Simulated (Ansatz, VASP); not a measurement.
MgS in VASP and in Ansatz

The input INCAR:

```
SYSTEM = MgS
ALGO = Normal ; EDIFF = 1E-7
ENCUT = 520 ; GGA = PS
ISIF = 2 ; ISMEAR = 0
LASPH = .True. ; LCHARG = .False.
LREAL = .False. ; LWAVE = .False.
NBANDS = 16 ; NELM = 100
PREC = Accurate ; SIGMA = 0.02
```

File KPOINTS:

```
k-points
0
Gamma
  6 6 6
  0 0 0
```

File POSCAR:

```
MgS
1.0
    2.5391541360      2.5391541360      0.0000000000
   -2.6039109229      2.6039109229      0.0000000000
    0.0000000000      0.0000000000      5.2016610968
Mg S
2 2
Direct
    0.0000000000      0.0000000000      0.0000000000
    0.5000000000      0.5000000000      0.5000000000
    0.5000000000      0.5000000000      0.0000000000
    0.0000000000      0.0000000000      0.5000000000
```

Input for Ansatz:

```yaml
crystal:
  lattice:
    - [2.539154136, 2.539154136, 0.0]
    - [-2.6039109229, 2.6039109229, 0.0]
    - [0.0, 0.0, 5.2016610968]
  atoms:
    - { symbol: Mg, position: [0.0, 0.0, 0.0] }
    - { symbol: Mg, position: [0.5, 0.5, 0.5] }
    - { symbol: S, position: [0.5, 0.5, 0.0] }
    - { symbol: S, position: [0.0, 0.0, 0.5] }
basis:
  ecutwfc: 420
kpoints:
  mp_grid: { grid: [6, 6, 6] }
  band_path: { path: [VBM, CBM], npoints: 2 }
hamiltonian:
  xc: pbesol
scf:
  occupations: { method: gaussian, width: 0.02 }
output:
  forces: true
  stress: true
  eigenvalues: true
checkpoint:
  read: start.run
  write: ck
  compress: false
  write_wavefunctions: false
  write_every: 100000
```

Alike in both runs: task single point; functional PBEsol; k mesh 6 × 6 × 6; occupations gaussian, width 0.02 eV; no spin polarisation.

|  | VASP | Ansatz |
| --- | --- | --- |
| version | VASP 6.6.1 | Ansatz 0.2.0 |
| potentials or method | VASP PAW PBE potentials, release 64 (Mg, S) | scalar-relativistic, plane waves, PAW |
| plane-wave cutoff (eV) | 520 | 420 |
| valence electrons in the cell | 16 | 32 |

VASP gave:

```
gap on the k mesh at the Fermi level (eV)       : 2.63
least direct gap on the mesh (eV)               : 2.66
pressure (GPa)                                  : 0.8
largest component of the traceless stress (GPa) : 1.42
```

Task: What did Ansatz give for the same quantities?

Result: gap on the k mesh at the Fermi level (eV): 2.62; least direct gap on the mesh (eV): 2.65; pressure (GPa): 0.9; largest component of the traceless stress (GPa): 1.41.

The functional is the same, so the differences come from potentials, cutoffs and numerics. The two sets of potentials don't hold the same shells in valence.

Caveats: the PAW data sets were made with another functional, which shifts forces and pressure a little (VASP). Expect the measured gap to be larger: semilocal functionals such as PBEsol lack the derivative discontinuity. A k mesh can miss the band edges.
